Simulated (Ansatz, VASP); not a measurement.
## P in VASP and in Ansatz

File INCAR:

```
PREC     = Accurate       # precision mode
ENCUT    = 520            # plane-wave cutoff, eV
EDIFF    = 1E-7           # SCF threshold, eV
ISMEAR   = 0              # smearing method
SIGMA    = 0.15           # smearing width, eV
LREAL    = False          # projectors in reciprocal space
LASPH    = True           # aspherical terms in the spheres
NELM     = 100            # most SCF steps
ALGO     = Normal         # electronic algorithm
ISIF     = 2              # what is computed and relaxed
LWAVE    = False          # write WAVECAR
LCHARG   = False          # write CHGCAR
GGA      = PS             # functional
IVDW     = 12             # dispersion correction
NBANDS   = 8              # bands
```

File KPOINTS:

```
regular mesh
0
Gamma
  24 24 24
```

Contents of POSCAR:

```
P
1.0
    2.3904808287      0.1119940268      0.0000000000
    0.1119940268      2.3904808287      0.0000000000
    0.0000000000      0.0000000000      2.3906484192
P
1
Direct
    0.0000000000      0.0000000000      0.0000000000
```

Input for Ansatz:

```yaml
crystal:
  lattice:
    - [2.3904808287, 0.1119940268, 0.0]
    - [0.1119940268, 2.3904808287, 0.0]
    - [0.0, 0.0, 2.3906484192]
  atoms:
    - { symbol: P, position: [0.0, 0.0, 0.0] }
basis:
  ecutwfc: 420
kpoints:
  mp_grid: { grid: [24, 24, 24] }
hamiltonian:
  xc: pbesol
  dispersion: d3bj
scf:
  occupations: { method: gaussian, width: 0.15 }
output:
  forces: true
  stress: true
  eigenvalues: true
```

Change from the starting cell: strain +0.0937 x Voigt [0, 0, 0, 0, 0, 1], atoms carried along.

Alike in both runs: task single point; functional PBEsol; dispersion D3(BJ); k mesh 24 × 24 × 24; occupations gaussian, width 0.15 eV; no spin polarisation.

|  | VASP | Ansatz |
| --- | --- | --- |
| version | VASP 6.6.1 | Ansatz 0.2.0 |
| potentials or method | VASP PAW PBE potentials, release 64 (P) | scalar-relativistic, plane waves, PAW |
| plane-wave cutoff (eV) | 520 | 420 |
| valence electrons in the cell | 5 | 5 |

Ansatz gave:

```
gap on the k mesh at the Fermi level (eV)       : none
pressure (GPa)                                  : 0.1
largest component of the traceless stress (GPa) : 6.54
```

Q: Which values does VASP return?

A: gap on the k mesh at the Fermi level (eV): none; pressure (GPa): 0.2; largest component of the traceless stress (GPa): 6.54.

A gap of «none» marks a metal or a gap that the smearing closes.

Caveats: the PAW data sets were made with another functional, which shifts forces and pressure a little (VASP); pairwise dispersion overbinds metals, which lowers pressure and volume.
